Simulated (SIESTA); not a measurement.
The system is CdTe.

```xyz
2
Lattice="0.0000 3.2050 3.2050 3.2050 0.0000 3.2050 3.2050 3.2050 0.0000" Properties=species:S:1:pos:R:3 pbc="T T T"
Te    4.8075    4.8075    4.8075
Cd    0.0000    0.0000    0.0000
```

Base run:

```yaml
Program: SIESTA 5.4.2
Functional: LDA
Potentials_or_basis: PseudoDojo 0.4 standard (LDA files)
Basis: DZP (energy shift 0.002 Ry)
Grid_cutoff: 800 Ry
Energy_shift: 0.002 Ry
k_mesh: 7 × 7 × 7
Occupations: fermi-dirac, width 0.05 eV
Spin: no spin polarisation
```

Its results: band gap on the k mesh 0.97 eV, direct; pressure 0.4 GPa.

The run is repeated on the same cell with these changes: functional from LDA to AM05; potentials or basis from PseudoDojo 0.4 standard (LDA files) to PseudoDojo 0.4 standard (PBEsol files). What comes out?

Band gap on the k mesh 1.18 eV, direct; pressure 2.5 GPa.

Caveats: semicore shells carry a single zeta, which can move pressures by several GPa and volumes by a few percent; spin-orbit coupling is left out, which moves the levels of the heavy elements; the basis of atomic orbitals isn't converged, which shifts pressures, moduli and gaps; the potentials were made for another functional, which shifts forces and pressure (some runs).
